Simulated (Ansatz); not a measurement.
# PbO2: one crystal by all-electron and frozen-core methods

The same cell of PbO2 is computed with LAPW, all electrons, PAW with frozen cores and datasets made for this crystal, to set the results side by side. The cell is first relaxed from a guess with PAW; it needn't be the stable phase of this composition.

Program: Ansatz 0.2.0. Level of theory: DFT PBE, scalar-relativistic. These are calculated values, not measurements.

1 further run of the same task is left out (it didn't finish).

**1. The starting structure**

The structure is cubic, space group Fm-3m (No. 225). Conventional cell: a = 5.111 Å, b = 5.111 Å, c = 5.111 Å, α = 90.00°, β = 90.00°, γ = 90.00°. Pb (site symmetry m-3m) has 8 O at 2.21 Å as nearest neighbours. Around O (site symmetry -43m) lie 4 Pb at 2.21 Å.

Structure file:

```
CELL_PARAMETERS angstrom
0.00000 2.55533 2.55533
2.55533 0.00000 2.55533
2.55533 2.55533 0.00000
ATOMIC_POSITIONS crystal
Pb 0.00000 0.00000 0.00000
O 0.25000 0.25000 0.25000
O 0.75000 0.75000 0.75000
```

Atoms are numbered in the order of the input: Pb1, O2, O3.

**2. Relaxing the guess with PAW**

Contents of input.yaml:

```yaml
crystal:
  lattice:
    - [0.0, 2.5553258337, 2.5553258337]
    - [2.5553258337, 0.0, 2.5553258337]
    - [2.5553258337, 2.5553258337, 0.0]
  atoms:
    - { symbol: Pb, position: [0.0, 0.0, 0.0] }
    - { symbol: O, position: [0.25, 0.25, 0.25] }
    - { symbol: O, position: [0.75, 0.75, 0.75] }
kpoints:
  mp_grid: { grid: [11, 11, 11] }
scf:
  occupations: { method: fermi_dirac, width: 0.08 }
hamiltonian:
  xc: pbe
  pseudopotentials: { kind: paw }
output:
  forces: true
  stress: true
relax:
  f_tol: 0.005
  max_steps: 80
  cell: {}
```

Command:

```
$ ansatz run input.yaml --threads 1 --pin off --max-ram 3072MiB --backend cpu --events-out ev --progress --plain --runs-dir out
```

After this run come: LAPW, all electrons; PAW with frozen cores; Datasets made for this crystal.

Before running it: what results should come out? Wanted: pressure; gap; Bader charges; highest ELF.

As calculated:

```
           quantity                                           value
           pressure  LAPW 0.04, PAW 0.02, crystal datasets 0.04 GPa
         gap (LAPW)                                            none
Bader charges (PAW)                           Pb1 +1.99, O2 -1.00 e
  highest ELF (PAW)                             0.83, 0.58 Å from O
```

**Reading.** The pressure is within half a GPa of zero, so the volume is close to equilibrium at this level. There is no gap at this level; the crystal is a metal here. O 2p carries the largest share, 95 %, of the projected states within 0.3 eV of the Fermi level. The projection holds only the free atom's occupied shells (Pb 6s, Pb 6p, O 2s, O 2p in this range). PAW lies -0.02 GPa from LAPW in pressure. Spin-orbit coupling is left out, though the cell holds Pb; in elements this heavy it can shift bands and gaps by tenths of an eV.
